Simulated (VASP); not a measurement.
# CaSe (Fm-3m) in VASP: further runs

The runs below take CaSe through single point, with PBE.

Everything below comes from runs of VASP 6.6.1. Logs are shortened: lines on timing, memory, paths and dates and some standing lists are left out, and cuts for length are marked.

**The experiment to reproduce.**

A printed reference work, monograph, original work of 1988 reports, for a bulk crystal of CaSe at 2 K: band gap 3.85 eV (indirect).

How close the calculation comes is told below.

### 1 The cell of the first run

It takes space group Fm-3m (No. 225, cubic). The conventional cell has a = 5.791 Å, b = 5.791 Å, c = 5.791 Å, α = 90.00°, β = 90.00°, γ = 90.00°. Within 3.8 Å of Ca (site symmetry m-3m) lie 6 Se at 2.90 Å. Se (site symmetry m-3m) has 6 Ca at 2.90 Å within 3.8 Å.

### 2 Single point, PBE

INCAR

```
SYSTEM = CaSe
PREC     = Accurate       ! precision mode
ENCUT    = 500            ! plane-wave cutoff, eV
EDIFF    = 1E-6           ! SCF threshold, eV
ISMEAR   = -1             ! smearing method
SIGMA    = 0.05           ! smearing width, eV
LREAL    = .FALSE.        ! projectors in reciprocal space
LASPH    = .TRUE.         ! aspherical terms in the spheres
NELM     = 120            ! most SCF steps
ALGO     = Normal         ! electronic algorithm
ISIF     = 2              ! what is computed and relaxed
LWAVE    = .FALSE.        ! write WAVECAR
LCHARG   = .FALSE.        ! write CHGCAR
GGA      = PE             ! functional
NBANDS   = 15             ! bands
GGA_COMPAT= .FALSE.
```

KPOINTS

```
Automatic mesh
0
G
  6 6 6
  0 0 0
```

POSCAR

```
CaSe
1.0
    0.0000000000      2.8956565374      2.8956565374
    2.8956565374      0.0000000000      2.8956565374
    2.8956565374      2.8956565374      0.0000000000
Ca Se
1 1
Direct
    0.0000000000      0.0000000000      0.0000000000
    0.5000000000      0.5000000000      0.5000000000
```

Potentials or basis: VASP PAW PBE potentials, release 64 (Ca_sv, Se).

The run is started by

```
$ cat potpaw_PBE.64/Ca_sv/POTCAR potpaw_PBE.64/Se/POTCAR > POTCAR
$ mpirun -np 1 vasp_std > vasp.out
```

OUTCAR:

```text
SYSTEM = CaSe
   PREC = Accurate
   ENCUT = 500
   EDIFF = 1E-6
   ISMEAR = -1
   LREAL = .FALSE.
   LASPH = .TRUE.
   NELM = 120
   ISIF = 2
   GGA = PE

 ion  position               nearest neighbor table
   1  0.000  0.000  0.000-   2 2.90   2 2.90   2 2.90   2 2.90   2 2.90   2 2.90
   2  0.500  0.500  0.500-   1 2.90   1 2.90   1 2.90   1 2.90   1 2.90   1 2.90

  LATTYP: Found a face centered cubic cell.
 ALAT       =     5.7913130748

  Lattice vectors:

 A1 = (   0.0000000000,   2.8956565374,   2.8956565374)
 A2 = (   2.8956565374,   0.0000000000,   2.8956565374)
 A3 = (   2.8956565374,   2.8956565374,   0.0000000000)

Analysis of symmetry for initial positions (statically):
=====================================================================
 Subroutine PRICEL returns:
 Original cell was already a primitive cell.

 Routine SETGRP: Setting up the symmetry group for a
 face centered cubic supercell.

 Subroutine GETGRP returns: Found 48 space group operations
 (whereof 48 operations were pure point group operations)
 out of a pool of 48 trial point group operations.

The static configuration has the point symmetry O_h .

Analysis of symmetry for dynamics (positions and initial velocities):
=====================================================================
 Subroutine PRICEL returns:
 Original cell was already a primitive cell.

 Routine SETGRP: Setting up the symmetry group for a
 face centered cubic supercell.

 Subroutine GETGRP returns: Found 48 space group operations
 (whereof 48 operations were pure point group operations)
 out of a pool of 48 trial point group operations.

The dynamic configuration has the point symmetry O_h .

 Subroutine INISYM returns: Found 48 space group operations
 (whereof 48 operations are pure point group operations),
 and found     1 'primitive' translations

----------------------------------------------------------------------------------------

                                     Primitive cell

  volume of cell :      48.5592

  direct lattice vectors                    reciprocal lattice vectors
     0.000000000  2.895656537  2.895656537    -0.172672412  0.172672412  0.172672412
     2.895656537  0.000000000  2.895656537     0.172672412 -0.172672412  0.172672412
     2.895656537  2.895656537  0.000000000     0.172672412  0.172672412 -0.172672412

  length of vectors
     4.095076747  4.095076747  4.095076747     0.299077391  0.299077391  0.299077391

  position of ions in fractional coordinates (direct lattice)
     0.000000000  0.000000000  0.000000000
     0.500000000  0.500000000  0.500000000

  ion indices of the primitive-cell ions
   primitive index   ion index
                 1           1
                 2           2

----------------------------------------------------------------------------------------

 KPOINTS: Automatic mesh

Automatic generation of k-mesh.
 Grid dimensions read from file:
 generate k-points for:    6    6    6

 Generating k-lattice:

  Cartesian coordinates                     Fractional coordinates (reciprocal lattice)
    -0.028778735  0.028778735  0.028778735     0.166666667  0.000000000  0.000000000
     0.028778735 -0.028778735  0.028778735     0.000000000  0.166666667  0.000000000
     0.028778735  0.028778735 -0.028778735     0.000000000  0.000000000  0.166666667

  Length of vectors
     0.049846232  0.049846232  0.049846232

  Shift w.r.t. Gamma in fractional coordinates (k-lattice)
     0.000000000  0.000000000  0.000000000

 Subroutine IBZKPT returns following result:
 ===========================================

 Found     16 irreducible k-points:

 Following reciprocal coordinates:
            Coordinates               Weight
  0.000000  0.000000  0.000000      1.000000
  0.166667  0.000000  0.000000      8.000000
  0.333333  0.000000  0.000000      8.000000
  0.500000  0.000000  0.000000      4.000000
  0.166667  0.166667  0.000000      6.000000
  0.333333  0.166667  0.000000     24.000000
[... 8 lines left out ...]
 -0.333333  0.333333  0.166667     24.000000
 -0.333333  0.500000  0.166667     12.000000
   k-points           NKPTS =     16   k-points in BZ     NKDIM =     16   number of bands    NBANDS=     15
   number of dos      NEDOS =    301   number of ions     NIONS =      2
   total plane-waves  NPLWV =  27000
   dimension x,y,z NGX =    30 NGY =   30 NGZ =   30
   dimension x,y,z NGXF=    60 NGYF=   60 NGZF=   60
   ions per type =               1   1
   NGX,Y,Z   is equivalent  to a cutoff of  12.18, 12.18, 12.18 a.u.
   NGXF,Y,Z  is equivalent  to a cutoff of  24.36, 24.36, 24.36 a.u.
 SYSTEM =  CaSe
   PREC   = accura    normal or accurate (medium, high low for compatibility)
   ISTART =      0    job   : 0-new  1-cont  2-samecut
   ICHARG =      2    charge: 1-file 2-atom 10-const
   ISPIN  =      1    spin polarized calculation?
   LNONCOLLINEAR =      F non collinear calculations
   LSORBIT =      F    spin-orbit coupling
   LASPH  =      T    aspherical Exc in radial PAW
   ENCUT  =  500.0 eV  36.75 Ry    6.06 a.u.   7.47  7.47  7.47*2*pi/ulx,y,z
   NELM   =    120;   NELMIN=  2; NELMDL= -5     # of ELM steps
   EDIFF  = 0.1E-05   stopping-criterion for ELM
   LREAL  =      F    real-space projection
   EDIFFG = 0.1E-04   stopping-criterion for IOM
   NSW    =      0    number of steps for IOM
   IBRION =     -1    ionic relax: 0-MD 1-quasi-New 2-CG
   NFREE  =      0    steps in history (QN), initial steepest desc. (CG)
   ISIF   =      2    stress and relaxation
   ISYM   =      2    0-nonsym 1-usesym 2-fastsym
   POTIM  = 0.5000    time-step for ionic-motion
   TEBEG  =    0.0;   TEEND  =   0.0 temperature during run
   PSTRESS=    0.0 pullay stress
   NELECT =      16.0000    total number of electrons
   NUPDOWN=      -1.0000    fix difference up-down
   EMIN   =  10.00;   EMAX   =-10.00  energy-range for DOS
   EFERMI =   0.00;   METHOD = LEGACY
   ISMEAR =    -1;   SIGMA  =   0.05  broadening in eV -4-tet -1-fermi 0-gaus
   EFERMI_NEDOS =   21; number of points for ismear=-14 and -15
   IALGO  =     38    algorithm
   IMIX   =      4    mixing-type and parameters
     AMIX     =   0.40;   BMIX     =  1.00
     AMIX_MAG =   1.60;   BMIX_MAG =  1.00
  volume/ion in A,a.u.               =      24.28       163.85
  Fermi-wavevector in a.u.,A,eV,Ry     =   1.130727  2.136764 17.395642  1.278544
  Thomas-Fermi vector in A             =   2.267424
   LORBIT       =      0    0 simple, 1 ext, 2 COOP (PROOUT), +10 PAW based schemes
   GGA     = PE    functional components
   LHFCALC =     F    Hartree Fock is set to
   AEXX    =    0.0000 exact exchange contribution
   IVDW    =     0    specifies the selected vdW correction
   LEPSILON=     F    determine dielectric tensor
   LRPA    =     F    only Hartree local field effects (RPA)
 non-spin polarized calculation
  energy-cutoff  :      500.00
  volume of cell :       48.56
 maximum number of plane-waves:      1258
 NGX is ok and might be reduce to    30
   NGX = 15   NGY = 15   NGZ = 15

 number of electron      15.9999999 magnetization

 Free energy of the ion-electron system (eV)
  ---------------------------------------------------
  ext. energy  EPLUGINS =         0.00000000
  ---------------------------------------------------
  free energy    TOTEN  =        -9.41780464 eV

  energy without entropy =       -9.41780464  energy(sigma->0) =       -9.41780464

 E-fermi :   3.8279     XC(G=0):  -9.4268

 val. band max:        2.9048413785   @ k =   0.0000   0.0000   0.0000
 cond. band min:       4.7609228190   @ k =   0.5000   0.5000   0.0000
 fundamental gap:      1.8560814404
 Fermi energy:         3.8278554045

 k-point     1 :       0.0000    0.0000    0.0000
  band No.  band energies     occupation
      1     -36.6606      2.00000
      2     -17.6664      2.00000
      3     -17.6664      2.00000
      4     -17.6664      2.00000
      5      -9.1263      2.00000
      6       2.9048      2.00000
      7       2.9048      2.00000
      8       2.9048      2.00000
      9       6.5760      0.00000
     10       6.5760      0.00000
     11       6.5760      0.00000
     12       6.6013      0.00000
     13       7.2100      0.00000
     14       7.2100      0.00000
     15      12.6976      0.00000

 k-point     2 :       0.1667    0.0000    0.0000
  band No.  band energies     occupation
      1     -36.6581      2.00000
      2     -17.7063      2.00000
      3     -17.6688      2.00000
      4     -17.6688      2.00000
      5      -8.9372      2.00000
      6       1.6429      2.00000
      7       2.4607      2.00000
      8       2.4607      2.00000
      9       6.5758      0.00000
     10       6.9649      0.00000
     11       6.9649      0.00000
     12       7.9871      0.00000
     13       7.9871      0.00000
     14       8.0598      0.00000
     15      12.9573      0.00000

 k-point     3 :       0.3333    0.0000    0.0000
  band No.  band energies     occupation
      1     -36.6533      2.00000
      2     -17.7839      2.00000
      3     -17.6736      2.00000
      4     -17.6736      2.00000
      5      -8.5253      2.00000
      6       0.0273      2.00000
      7       1.8187      2.00000
      8       1.8187      2.00000
      9       6.9025      0.00000
     10       7.8647      0.00000
     11       7.8647      0.00000
     12       9.3045      0.00000
     13       9.5885      0.00000
     14       9.5885      0.00000
     15      12.7128      0.00000
[... 199 lines left out ...]
 k-point    15 :      -0.3333    0.3333    0.1667
  band No.  band energies     occupation
      1     -36.6486      2.00000
      2     -17.7731      2.00000
      3     -17.7262      2.00000
      4     -17.6982      2.00000
      5      -8.3407      2.00000
      6       0.1885      2.00000
      7       0.9439      2.00000
      8       1.4403      2.00000
      9       7.4002      0.00000
     10       7.4795      0.00000
     11       8.8300      0.00000
     12       9.0579      0.00000
     13       9.0991      0.00000
     14      11.0140      0.00000
     15      12.0381      0.00000

 k-point    16 :      -0.3333    0.5000    0.1667
  band No.  band energies     occupation
      1     -36.6478      2.00000
      2     -17.7592      2.00000
      3     -17.7263      2.00000
      4     -17.7173      2.00000
      5      -8.3850      2.00000
      6       0.4627      2.00000
      7       1.2014      2.00000
      8       1.2662      2.00000
      9       6.1781      0.00000
     10       8.2547      0.00000
     11       8.3906      0.00000
     12       8.9529      0.00000
     13       9.1567      0.00000
     14      10.2987      0.00000
     15      12.7691      0.00000

------------------------ aborting loop because EDIFF is reached ----------------------------------------

  FORCE on cell =-STRESS in cart. coord.  units (eV):
  Direction    XX          YY          ZZ          XY          YZ          ZX
  --------------------------------------------------------------------------------------
  -------------------------------------------------------------------------------------
  Total        1.5434306      1.5434306      1.5434306     -0.0000000      0.0000000      0.0000000
  in kB       50.9244745     50.9244745     50.9244745     -0.0000000      0.0000000      0.0000000
  external PRESSURE =      50.9244745 kB  Pullay stress =       0.0000000 kB

 VOLUME and BASIS-vectors are now :
 -----------------------------------------------------------------------------
  energy-cutoff  :      500.00
  volume of cell :       48.56
      direct lattice vectors                 reciprocal lattice vectors
     0.000000000  2.895656537  2.895656537    -0.172672412  0.172672412  0.172672412
     2.895656537  0.000000000  2.895656537     0.172672412 -0.172672412  0.172672412
     2.895656537  2.895656537  0.000000000     0.172672412  0.172672412 -0.172672412

 POSITION                                       TOTAL-FORCE (eV/Angst)
 -----------------------------------------------------------------------------------
      0.00000      0.00000      0.00000        -0.000000     -0.000000      0.000000
      2.89566      2.89566      2.89566         0.000000      0.000000     -0.000000
 -----------------------------------------------------------------------------------
    total drift:                               -0.000000      0.000000      0.000000

  FREE ENERGIE OF THE ION-ELECTRON SYSTEM (eV)
  ---------------------------------------------------
  free  energy   TOTEN  =        -9.4178046389 eV

  energy  without entropy=       -9.4178046385  energy(sigma->0) =       -9.41780464
```

It took 16 s on 1 thread of Intel Xeon 8259CL, shared host; peak memory 0.17 GiB.

What came out:

```yaml
Free_energy: -9.4178 eV
Pressure: 5.1 GPa
Band_gap_on_the_k_mesh: 1.86 eV, indirect (least direct gap 2.85 eV)
```

A k mesh can miss the band edges. Expect the measured gap to be larger: semilocal functionals such as PBE lack the derivative discontinuity.

### 3 Single point, PBE

This run uses another cell than the first one, of 24.80 Å³/atom, 1.021 times its volume.

INCAR

```
PREC = Accurate ; ENCUT = 500
EDIFF = 1E-6 ; ISMEAR = -1
SIGMA = 0.05 ; LREAL = F
LASPH = T ; NELM = 120
ALGO = Normal ; ISIF = 2
LWAVE = F ; LCHARG = T
GGA = PE ; LELF = T
LVHAR = T ; NBANDS = 15
GGA_COMPAT = F
```

KPOINTS

```
regular mesh
0
Gamma
  6 6 6
```

POSCAR

```
CaSe
1.0
    0.0000000000      2.9160491567      2.9160491567
    2.9160491567      0.0000000000      2.9160491567
    2.9160491567      2.9160491567      0.0000000000
Ca Se
1 1
Direct
    0.0000000000      0.0000000000      0.0000000000
    0.5000000000      0.5000000000      0.5000000000
```

Potentials or basis: VASP PAW PBE potentials, release 64 (Ca_sv, Se).

The run is started by

```
$ cat potpaw_PBE.64/Ca_sv/POTCAR potpaw_PBE.64/Se/POTCAR > POTCAR
$ mpirun -np 1 vasp_std > vasp.out
```

Run time: 16 s. Hardware: 1 thread of Intel Xeon 8259CL, shared host; peak memory 0.17 GiB.

The run converged. Its results:

```yaml
Free_energy: -9.4463 eV
Pressure: 3.7 GPa
Band_gap_on_the_k_mesh: 1.91 eV, indirect (least direct gap 2.89 eV)
```

Levels at points of the mesh, in eV from the valence-band top:
```csv
k point,band 6,band 7,band 8,band 9,band 10,band 11
"(0.00, 0.00, 0.00)",0.00,0.00,0.00,3.58,3.69,3.69
"(0.50, 0.00, 0.00)",-3.45,-1.29,-1.29,4.59,5.60,5.61
"(0.50, 0.50, 0.00)",-2.63,-0.97,-0.97,1.91,5.11,5.24
```

(Continued in part 2 of 2.)
